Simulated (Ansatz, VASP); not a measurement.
**BiTe in VASP and in Ansatz**

```
Bi Te
1.0
     0.00000    3.50856    3.50856
     3.50856    0.00000    3.50856
     3.50856    3.50856    0.00000
Bi Te
1 1
Direct
  0.00000 0.00000 0.00000
  0.25000 0.25000 0.25000
```

Alike in both runs: task single point; functional PBE; k mesh 8 × 8 × 8; occupations gaussian, width 0.05 eV; no spin polarisation.

|  | VASP | Ansatz |
| --- | --- | --- |
| version | VASP 6.6.1 | Ansatz 0.2.0 |
| potentials or method | VASP PAW PBE potentials, release 64 (Bi_d, Te) | scalar-relativistic, plane waves, PAW |
| plane-wave cutoff (eV) | 520 | 420 |
| valence electrons in the cell | 21 | 31 |

```csv
,VASP,Ansatz,Ansatz less VASP
gap on the k mesh at the Fermi level (eV),none,none,-
pressure (GPa),3.2,3.3,+0.04
```

A gap of «none» marks a metal or a gap that the smearing closes. The two sets of potentials don't hold the same shells in valence.

Caveats: spin-orbit coupling is left out, which moves the levels of the heavy elements.
